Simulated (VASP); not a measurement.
The system is C2H2, in a box.

```xyz
4
Lattice="12.7049 0.0000 0.0000 0.0000 13.2049 0.0000 0.0000 0.0000 13.7049" Properties=species:S:1:pos:R:3 pbc="T T T"
C     5.9528    6.8832    6.4739
C     6.7610    6.4164    7.2397
H     5.2359    7.2971    5.7946
H     7.4780    6.0026    7.9187
```

Base run:

| Property | Result |
| --- | --- |
| Program | VASP 6.6.1 |
| Functional | optB86b-vdW |
| Potentials or basis | VASP PAW PBE potentials, release 64 (C, H) |
| Cutoff | 400 eV |
| k mesh | 1 × 1 × 1 |
| Occupations | gaussian, width 0.01 eV |
| Spin | no spin polarisation |

Its results: gap between the frontier levels 6.57 eV; largest force 0.122 eV/Å.

**Question.** The run is repeated on the same cell with these changes: functional from optB86b-vdW to PBE. What comes out?

**Answer.** Gap between the frontier levels 6.74 eV; largest force 0.009 eV/Å.

Caveats: the standard files for N, O and F lose accuracy on very short bonds; the PAW data sets were made with another functional, which shifts forces and pressure a little (some runs).

A k mesh can miss the band edges.

Not every run made on this cell is shown here.
